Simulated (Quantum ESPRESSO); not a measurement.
A calculation with Quantum ESPRESSO 7.5 of V (ASE script, Cartesian positions):

The input run.py:

```python
import numpy as np
from ase.calculators.espresso import Espresso, EspressoProfile
from ase.io import read

atoms = read('V.xyz')
atoms.set_initial_magnetic_moments([2.0, 2.0])

input_data = {
    'control': {'calculation': 'scf', 'prefix': 'pwscf', 'outdir': './tmp', 'tprnfor': True, 'tstress': True, 'disk_io': 'nowf'},
    'system': {'ecutwfc': 45.0, 'ecutrho': 360.0, 'nbnd': 23, 'occupations': 'smearing', 'smearing': 'fd', 'degauss': 0.00367493, 'nspin': 2},
    'electrons': {'conv_thr': 4e-10, 'electron_maxstep': 120, 'mixing_beta': 0.3},
}
pseudopotentials = {'V': 'v_pbesol_v1.4.uspp.F.UPF'}
profile = EspressoProfile(command='mpirun -n 2 pw.x -nk 2', pseudo_dir='pseudo')
dft = Espresso(profile=profile, input_data=input_data, pseudopotentials=pseudopotentials, kpts=(12, 12, 6), koffset=(0, 0, 0))
atoms.calc = dft

print(f'energy {atoms.get_potential_energy():.8f} eV')
print('forces (eV/A)')
print(np.round(atoms.get_forces(), 6))
print('stress (eV/A^3, Voigt)')
print(np.round(atoms.get_stress(), 8))
print(f'Fermi level {dft.get_fermi_level():.4f} eV')
```

The input V.xyz:

```xyz
2
Lattice="2.6042941027 0.0000000000 0.0000000000 -1.3021470513 2.2553848518 0.0000000000 0.0000000000 0.0000000000 4.7233360000" Properties=species:S:1:pos:R:3 pbc="T T T"
V     -0.0000000001      1.5035899013      1.1808340000
V      1.3021470515      0.7517949505      3.5425020000
```

Potentials or basis: GBRV 1.5 PBEsol.

The run is started by

```bash
$ OMP_NUM_THREADS=1 python run.py
```

This isn't the form of V at room conditions, which is bcc.

Question: Write the same calculation in another form: native input, structure typed inline.

Answer: As run:

The input pw.in:

```
&CONTROL
  calculation = 'scf'
  prefix = 'pwscf'
  outdir = './tmp'
  pseudo_dir = './pseudo'
  tprnfor = .true.
  tstress = .true.
  disk_io = 'low'
/
&SYSTEM
  ibrav = 0
  celldm(1) = 8
  nat = 2
  ntyp = 1
  ecutwfc = 45
  ecutrho = 360
  nbnd = 23
  occupations = 'smearing'
  smearing = 'fd'
  degauss = 0.00367493
  nspin = 2
  starting_magnetization(1) = 0.1538
/
&ELECTRONS
  conv_thr = 4d-10
  electron_maxstep = 120
  mixing_beta = 0.3
/
ATOMIC_SPECIES
V     50.9415 v_pbesol_v1.4.uspp.F.UPF
CELL_PARAMETERS alat
  0.6151753252601   0.0000000000000   0.0000000000000
 -0.3075876626183   0.5327574594415   0.0000000000000
  0.0000000000000   0.0000000000000   1.1157264293232
ATOMIC_POSITIONS crystal
V      0.3333333333    0.6666666667    0.2500000000
V      0.6666666667    0.3333333333    0.7500000000
K_POINTS automatic
12 12 6 0 0 0
```

pp_density.in

```
&INPUTPP
  prefix = 'pwscf'
  outdir = './tmp'
  filplot = 'density.dat'
  plot_num = 0
/
&PLOT
  nfile = 1
  filepp(1) = 'density.dat'
  iflag = 3
  output_format = 6
  fileout = 'density.cube'
/
```

Contents of pp_potential.in:

```
&INPUTPP
  prefix = 'pwscf'
  outdir = './tmp'
  filplot = 'potential.dat'
  plot_num = 11
/
&PLOT
  nfile = 1
  filepp(1) = 'potential.dat'
  iflag = 3
  output_format = 6
  fileout = 'potential.cube'
/
```

File pp_spin.in:

```
&INPUTPP
  prefix = 'pwscf'
  outdir = './tmp'
  filplot = 'spin.dat'
  plot_num = 6
/
&PLOT
  nfile = 1
  filepp(1) = 'spin.dat'
  iflag = 3
  output_format = 6
  fileout = 'spin.cube'
/
```

Potentials or basis: GBRV 1.5 PBEsol.

Launch:

```sh
$ OMP_NUM_THREADS=1 mpirun -n 2 pw.x -nk 2 -in pw.in > pw.out
$ OMP_NUM_THREADS=1 mpirun -n 1 pp.x -in pp_density.in > pp_density.out
$ OMP_NUM_THREADS=1 mpirun -n 1 pp.x -in pp_potential.in > pp_potential.out
$ OMP_NUM_THREADS=1 mpirun -n 1 pp.x -in pp_spin.in > pp_spin.out
```

Both were run:

|  | ASE script, Cartesian positions | native input, structure typed inline |
| --- | --- | --- |
| Pressure | -7.4 GPa | -7.4 GPa |
| Band gap on the k mesh | none (metal or under the smearing width) | none (metal or under the smearing width) |
| Net moment | 0.00 μB per cell | 0.00 μB per cell |
| Absolute moment | 0.00 μB per cell | 0.00 μB per cell |
| Valence electrons inside the program's atomic spheres | V 11.29 | V 11.29 |

Keys that steer only the numerical path or the files written may differ.
